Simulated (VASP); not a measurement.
# CaSe (Fm-3m) in VASP: single point with PBE

Aim: the single point of CaSe with PBE.

Program: VASP 6.6.1. These are calculated values, not measurements. Logs are shortened: lines on timing, memory, paths and dates and some standing lists are left out, and cuts for length are marked.

**Measured values to compare with.**

From a printed reference work, monograph, original work of 1988, for a bulk crystal of CaSe at 2 K: band gap 3.85 eV (indirect).

The results are compared with them further down.

### Step 1. The cell of the first run

The structure is cubic, space group Fm-3m (No. 225). Conventional cell: a = 5.912 Å, b = 5.912 Å, c = 5.912 Å, α = 90.00°, β = 90.00°, γ = 90.00°. Ca (site symmetry m-3m) has 6 Se at 2.96 Å within 3.9 Å. Se (site symmetry m-3m) has 6 Ca at 2.96 Å within 3.9 Å.

### Step 2. Single point, PBE

INCAR

```
PREC = Accurate ; ENCUT = 520
EDIFF = 1E-6 ; ISMEAR = 0
SIGMA = 0.05 ; LREAL = False
LASPH = True ; NELM = 100
ALGO = Normal ; ISIF = 2
LWAVE = False ; LCHARG = False
GGA = PE ; NBANDS = 15
```

KPOINTS

```
Automatic mesh
0
Gamma
  8 8 8
```

POSCAR

```
CaSe
1.0
    0.0000000000      2.9560000000      2.9560000000
    2.9560000000      0.0000000000      2.9560000000
    2.9560000000      2.9560000000      0.0000000000
Ca Se
1 1
Direct
    0.0000000000      0.0000000000      0.0000000000
    0.5000000000      0.5000000000      0.5000000000
```

Potentials or basis: VASP PAW PBE potentials, release 64 (Ca_sv, Se).

On the command line:

```bash
cat potpaw_PBE.64/Ca_sv/POTCAR potpaw_PBE.64/Se/POTCAR > POTCAR
mpirun -np 1 vasp_std > vasp.out
```

OUTCAR:

```text
PREC = Accurate
   ENCUT = 520
   EDIFF = 1E-6
   ISMEAR = 0
   LREAL = False
   LASPH = True
   NELM = 100
   ISIF = 2
   GGA = PE

 ion  position               nearest neighbor table
   1  0.000  0.000  0.000-   2 2.96   2 2.96   2 2.96   2 2.96   2 2.96   2 2.96
   2  0.500  0.500  0.500-   1 2.96   1 2.96   1 2.96   1 2.96   1 2.96   1 2.96

  LATTYP: Found a face centered cubic cell.
 ALAT       =     5.9120000000

  Lattice vectors:

 A1 = (   0.0000000000,   2.9560000000,   2.9560000000)
 A2 = (   2.9560000000,   0.0000000000,   2.9560000000)
 A3 = (   2.9560000000,   2.9560000000,   0.0000000000)

Analysis of symmetry for initial positions (statically):
=====================================================================
 Subroutine PRICEL returns:
 Original cell was already a primitive cell.

 Routine SETGRP: Setting up the symmetry group for a
 face centered cubic supercell.

 Subroutine GETGRP returns: Found 48 space group operations
 (whereof 48 operations were pure point group operations)
 out of a pool of 48 trial point group operations.

The static configuration has the point symmetry O_h .

Analysis of symmetry for dynamics (positions and initial velocities):
=====================================================================
 Subroutine PRICEL returns:
 Original cell was already a primitive cell.

 Routine SETGRP: Setting up the symmetry group for a
 face centered cubic supercell.

 Subroutine GETGRP returns: Found 48 space group operations
 (whereof 48 operations were pure point group operations)
 out of a pool of 48 trial point group operations.

The dynamic configuration has the point symmetry O_h .

 Subroutine INISYM returns: Found 48 space group operations
 (whereof 48 operations are pure point group operations),
 and found     1 'primitive' translations

----------------------------------------------------------------------------------------

                                     Primitive cell

  volume of cell :      51.6587

  direct lattice vectors                    reciprocal lattice vectors
     0.000000000  2.956000000  2.956000000    -0.169147497  0.169147497  0.169147497
     2.956000000  0.000000000  2.956000000     0.169147497 -0.169147497  0.169147497
     2.956000000  2.956000000  0.000000000     0.169147497  0.169147497 -0.169147497

  length of vectors
     4.180415290  4.180415290  4.180415290     0.292972058  0.292972058  0.292972058

  position of ions in fractional coordinates (direct lattice)
     0.000000000  0.000000000  0.000000000
     0.500000000  0.500000000  0.500000000

  ion indices of the primitive-cell ions
   primitive index   ion index
                 1           1
                 2           2

----------------------------------------------------------------------------------------

 KPOINTS: Automatic mesh

Automatic generation of k-mesh.
 Grid dimensions read from file:
 generate k-points for:    8    8    8

 Generating k-lattice:

  Cartesian coordinates                     Fractional coordinates (reciprocal lattice)
    -0.021143437  0.021143437  0.021143437     0.125000000  0.000000000  0.000000000
     0.021143437 -0.021143437  0.021143437     0.000000000  0.125000000  0.000000000
     0.021143437  0.021143437 -0.021143437     0.000000000  0.000000000  0.125000000

  Length of vectors
     0.036621507  0.036621507  0.036621507

  Shift w.r.t. Gamma in fractional coordinates (k-lattice)
     0.000000000  0.000000000  0.000000000

 Subroutine IBZKPT returns following result:
 ===========================================

 Found     29 irreducible k-points:

 Following reciprocal coordinates:
            Coordinates               Weight
  0.000000  0.000000  0.000000      1.000000
  0.125000  0.000000  0.000000      8.000000
  0.250000  0.000000  0.000000      8.000000
  0.375000  0.000000  0.000000      8.000000
  0.500000  0.000000  0.000000      4.000000
  0.125000  0.125000  0.000000      6.000000
[... 16 lines left out ...]
  0.500000  0.250000  0.125000     48.000000
 -0.375000  0.250000  0.125000     24.000000
 [... further k-points ...]
   k-points           NKPTS =     29   k-points in BZ     NKDIM =     29   number of bands    NBANDS=     15
   number of dos      NEDOS =    301   number of ions     NIONS =      2
   total plane-waves  NPLWV =  32768
   dimension x,y,z NGX =    32 NGY =   32 NGZ =   32
   dimension x,y,z NGXF=    64 NGYF=   64 NGZF=   64
   ions per type =               1   1
   NGX,Y,Z   is equivalent  to a cutoff of  12.73, 12.73, 12.73 a.u.
   NGXF,Y,Z  is equivalent  to a cutoff of  25.45, 25.45, 25.45 a.u.
 SYSTEM =  unknown system
   PREC   = accura    normal or accurate (medium, high low for compatibility)
   ISTART =      0    job   : 0-new  1-cont  2-samecut
   ICHARG =      2    charge: 1-file 2-atom 10-const
   ISPIN  =      1    spin polarized calculation?
   LNONCOLLINEAR =      F non collinear calculations
   LSORBIT =      F    spin-orbit coupling
   LASPH  =      T    aspherical Exc in radial PAW
   ENCUT  =  520.0 eV  38.22 Ry    6.18 a.u.   7.77  7.77  7.77*2*pi/ulx,y,z
   NELM   =    100;   NELMIN=  2; NELMDL= -5     # of ELM steps
   EDIFF  = 0.1E-05   stopping-criterion for ELM
   LREAL  =      F    real-space projection
   EDIFFG = 0.1E-04   stopping-criterion for IOM
   NSW    =      0    number of steps for IOM
   IBRION =     -1    ionic relax: 0-MD 1-quasi-New 2-CG
   NFREE  =      0    steps in history (QN), initial steepest desc. (CG)
   ISIF   =      2    stress and relaxation
   ISYM   =      2    0-nonsym 1-usesym 2-fastsym
   POTIM  = 0.5000    time-step for ionic-motion
   TEBEG  =    0.0;   TEEND  =   0.0 temperature during run
   PSTRESS=    0.0 pullay stress
   NELECT =      16.0000    total number of electrons
   NUPDOWN=      -1.0000    fix difference up-down
   EMIN   =  10.00;   EMAX   =-10.00  energy-range for DOS
   EFERMI =   0.00;   METHOD = LEGACY
   ISMEAR =     0;   SIGMA  =   0.05  broadening in eV -4-tet -1-fermi 0-gaus
   EFERMI_NEDOS =   21; number of points for ismear=-14 and -15
   IALGO  =     38    algorithm
   IMIX   =      4    mixing-type and parameters
     AMIX     =   0.40;   BMIX     =  1.00
     AMIX_MAG =   1.60;   BMIX_MAG =  1.00
  volume/ion in A,a.u.               =      25.83       174.30
  Fermi-wavevector in a.u.,A,eV,Ry     =   1.107645  2.093145 16.692666  1.226876
  Thomas-Fermi vector in A             =   2.244161
   LORBIT       =      0    0 simple, 1 ext, 2 COOP (PROOUT), +10 PAW based schemes
   GGA     = PE    functional components
   LHFCALC =     F    Hartree Fock is set to
   AEXX    =    0.0000 exact exchange contribution
   IVDW    =     0    specifies the selected vdW correction
   LEPSILON=     F    determine dielectric tensor
   LRPA    =     F    only Hartree local field effects (RPA)
 non-spin polarized calculation
 Gauss-broadening in eV      SIGMA  =   0.05
  energy-cutoff  :      520.00
  volume of cell :       51.66
 maximum number of plane-waves:      1411
   NGX = 15   NGY = 15   NGZ = 15

 number of electron      15.9999998 magnetization

 Free energy of the ion-electron system (eV)
  ---------------------------------------------------
  ext. energy  EPLUGINS =         0.00000000
  ---------------------------------------------------
  free energy    TOTEN  =        -9.47998083 eV

  energy without entropy =       -9.47998083  energy(sigma->0) =       -9.47998083

 E-fermi :   2.6827     XC(G=0):  -9.1623

 val. band max:        2.4581344565   @ k =   0.0000   0.0000   0.0000
 cond. band min:       4.4778290086   @ k =   0.5000   0.5000   0.0000
 fundamental gap:      2.0196945521
 Fermi energy:         2.6826829337

 k-point     1 :       0.0000    0.0000    0.0000
  band No.  band energies     occupation
      1     -37.2860      2.00000
      2     -18.2804      2.00000
      3     -18.2804      2.00000
      4     -18.2804      2.00000
      5      -9.3465      2.00000
      6       2.4581      2.00000
      7       2.4581      2.00000
      8       2.4581      2.00000
      9       5.8086      0.00000
     10       6.1638      0.00000
     11       6.1638      0.00000
     12       6.1638      0.00000
     13       6.7343      0.00000
     14       6.7343      0.00000
     15      12.1745      0.00000

 k-point     2 :       0.1250    0.0000    0.0000
  band No.  band energies     occupation
      1     -37.2850      2.00000
      2     -18.2977      2.00000
      3     -18.2815      2.00000
      4     -18.2815      2.00000
      5      -9.2532      2.00000
      6       1.6901      2.00000
      7       2.2172      2.00000
      8       2.2172      2.00000
      9       6.0707      0.00000
     10       6.3762      0.00000
     11       6.3762      0.00000
     12       6.7852      0.00000
     13       7.1417      0.00000
     14       7.1417      0.00000
     15      12.3438      0.00000

 k-point     3 :       0.2500    0.0000    0.0000
  band No.  band energies     occupation
      1     -37.2826      2.00000
      2     -18.3388      2.00000
      3     -18.2843      2.00000
      4     -18.2843      2.00000
      5      -9.0164      2.00000
      6       0.4513      2.00000
      7       1.7547      2.00000
      8       1.7547      2.00000
      9       6.1851      0.00000
     10       6.8946      0.00000
     11       6.8946      0.00000
     12       8.1378      0.00000
     13       8.1378      0.00000
     14       8.2036      0.00000
     15      11.8745      0.00000
[... 343 lines left out ...]
 k-point    23 :       0.5000    0.2500    0.1250
  band No.  band energies     occupation
      1     -37.2789      2.00000
      2     -18.3652      2.00000
      3     -18.3116      2.00000
      4     -18.2941      2.00000
      5      -8.7310      2.00000
      6      -0.2362      2.00000
      7       1.0202      2.00000
      8       1.3076      2.00000
      9       6.3449      0.00000
     10       7.6707      0.00000
     11       7.9713      0.00000
     12       8.1292      0.00000
     13       8.6047      0.00000
     14      10.2127      0.00000
     15      10.5292      0.00000

 k-point    24 :      -0.3750    0.2500    0.1250
  band No.  band energies     occupation
      1     -37.2781      2.00000
      2     -18.3740      2.00000
      3     -18.3134      2.00000
      4     -18.2973      2.00000
      5      -8.6602      2.00000
      6      -0.3773      2.00000
      7       0.8261      2.00000
      8       1.2172      2.00000
      9       6.9366      0.00000
     10       7.2207      0.00000
     11       8.1872      0.00000
     12       8.4702      0.00000
     13       8.8120      0.00000
     14       9.6983      0.00000
     15      11.0850      0.00000

 [... further k-points ...]

------------------------ aborting loop because EDIFF is reached ----------------------------------------

  FORCE on cell =-STRESS in cart. coord.  units (eV):
  Direction    XX          YY          ZZ          XY          YZ          ZX
  --------------------------------------------------------------------------------------
  -------------------------------------------------------------------------------------
  Total        0.4343318      0.4343318      0.4343318     -0.0000000      0.0000000      0.0000000
  in kB       13.4706601     13.4706601     13.4706601     -0.0000000      0.0000000      0.0000000
  external PRESSURE =      13.4706601 kB  Pullay stress =       0.0000000 kB

 VOLUME and BASIS-vectors are now :
 -----------------------------------------------------------------------------
  energy-cutoff  :      520.00
  volume of cell :       51.66
      direct lattice vectors                 reciprocal lattice vectors
     0.000000000  2.956000000  2.956000000    -0.169147497  0.169147497  0.169147497
     2.956000000  0.000000000  2.956000000     0.169147497 -0.169147497  0.169147497
     2.956000000  2.956000000  0.000000000     0.169147497  0.169147497 -0.169147497

 POSITION                                       TOTAL-FORCE (eV/Angst)
 -----------------------------------------------------------------------------------
      0.00000      0.00000      0.00000         0.000000     -0.000000     -0.000000
      2.95600      2.95600      2.95600        -0.000000      0.000000      0.000000
 -----------------------------------------------------------------------------------
    total drift:                                0.000000     -0.000000     -0.000000

  FREE ENERGIE OF THE ION-ELECTRON SYSTEM (eV)
  ---------------------------------------------------
  free  energy   TOTEN  =        -9.4799808280 eV

  energy  without entropy=       -9.4799808280  energy(sigma->0) =       -9.47998083
```

Run time: 15 s. Hardware: 1 thread of Intel Xeon Platinum 8488C (Sapphire Rapids), shared host; peak memory 0.18 GiB.

Results:

- Free energy: -9.4800 eV
- Pressure: 1.3 GPa
- Band gap on the k mesh: 2.02 eV, indirect (least direct gap 2.96 eV)

### Step 3. Comparison with measurements

Step 2. Against the measured gap of CaSe, 3.85 eV (indirect; 2 K; a printed reference work, monograph, original work of 1988), the calculated 2.02 eV is off by -1.83 eV. Spin-orbit coupling on Se is left out. The value is that of PBE on a finite k mesh, which can miss the band edges, without temperature or zero-point motion. Semilocal functionals fall short of measured gaps as a rule.
